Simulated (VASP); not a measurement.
# As, electron localisation function: which settings are enough?

As, R-3m (no. 166), 2 atoms in the cell. PBEsol, electron localisation function; PAW potentials As (PBE set). VASP 6.6.1.

Wanted: ELF at bond middles within 0.01; largest ELF outside the core and semicore shells within 0.02.

POSCAR:
```
As
1.0
    1.8807968987      1.0858785957      3.5140619945
   -1.8807968987      1.0858785957      3.5140619945
    0.0000000000     -2.1717571915      3.5140619945
As
2
Direct
    0.2260000000      0.2260000000      0.2260000000
    0.7740000000      0.7740000000      0.7740000000
```

The series start from Cutoff ENCUT (eV): 500; k mesh: 7 × 7 × 7; PREC: Accurate; SCF threshold EDIFF (eV): 1e-6. Each series keeps the choices made before it, and each single choice may use up half of a tolerance.

## Cutoff ENCUT (eV)

| Cutoff ENCUT (eV) | ELF at bond middles, largest deviation | Largest ELF outside the core and semicore shells | SCF iterations | Time (s) |
|---|---|---|---|---|
| 300 | 0.001 | 0.923 | 10 | 2.5 |
| 400 | 0.001 | 0.923 | 10 | 4.0 |
| 500 | 0.000 | 0.924 | 10 | 6.0 |
| 700 (reference) | 0.000 | 0.925 | 10 | 6.1 |

Chosen: 300, the loosest value from which every tighter one stays within half of the tolerance.

## k mesh

| k mesh | ELF at bond middles, largest deviation | Largest ELF outside the core and semicore shells | SCF iterations | Time (s) |
|---|---|---|---|---|
| 3 × 3 × 3 | 0.002 | 0.911 | 10 | 1.5 |
| 5 × 5 × 5 | 0.009 | 0.920 | 10 | 1.7 |
| 7 × 7 × 7 | 0.003 | 0.923 | 10 | 2.5 |
| 9 × 9 × 9 | 0.001 | 0.925 | 10 | 4.9 |
| 12 × 12 × 12 (reference) | 0.000 | 0.925 | 10 | 7.0 |

Chosen: 7 × 7 × 7.

## PREC

| PREC | ELF at bond middles, largest deviation | Largest ELF outside the core and semicore shells | SCF iterations | Time (s) |
|---|---|---|---|---|
| Normal | 0.000 | 0.922 | 10 | 2.2 |
| Accurate (reference) | 0.000 | 0.923 | 10 | 2.5 |

Chosen: Normal.

## SCF threshold EDIFF (eV)

| SCF threshold EDIFF (eV) | ELF at bond middles, largest deviation | Largest ELF outside the core and semicore shells | SCF iterations | Time (s) |
|---|---|---|---|---|
| 0.001 | 0.000 | 0.922 | 8 | 1.8 |
| 0.0001 | 0.000 | 0.922 | 8 | 1.9 |
| 1e-6 (reference) | 0.000 | 0.922 | 10 | 2.2 |

Chosen: 0.001.

## All choices together

| Input | ELF at bond middles, largest deviation | Largest ELF outside the core and semicore shells | Time (s) |
|---|---|---|---|
| program defaults, k points 0.5 per Å apart (naive) | 0.007 | 0.917 | 0.9 |
| chosen settings | 0.002 | 0.922 | 1.8 |
| reference settings throughout | 0.000 | 0.926 | 26 |

The tolerance is met.

Values of the reference run: ELF at bond middles: 0.7925.

## The input

INCAR:
```
ALGO     = Normal         # electronic algorithm
EDIFF    = 0.001          # SCF threshold, eV
ENCUT    = 300            # plane-wave cutoff, eV
GGA      = PS             # functional
ISMEAR   = 0              # smearing method
LASPH    = T              # aspherical terms in the spheres
LCHARG   = F              # write CHGCAR
LELF     = T              # ELF
LREAL    = F              # projectors in reciprocal space
LWAVE    = F              # write WAVECAR
NBANDS   = 12             # bands
NELM     = 120            # most SCF steps
NPAR     = 1            
PREC     = Normal         # precision mode
SIGMA    = 0.05           # smearing width, eV
```

KPOINTS:
```
Automatic mesh
0
Gamma
  7 7 7
  0 0 0
```

Commands:
```
cat potpaw_PBE.64/As/POTCAR > POTCAR
mpirun -np 2 vasp_std > vasp.out
```

The naive input happens to agree within the tolerance here, in 0.9 s.

The chosen input took VASP 6.6.1 1.8 s on 2 cores (Intel Xeon 6975P-C (Granite Rapids)), a shared host.

## An input that fails: ELF asked with k-point parallelism

VASP's message: ELF: KPAR>1 not implemented, sorry.

Changes against the starting input:
```
+ KPAR = 2
```
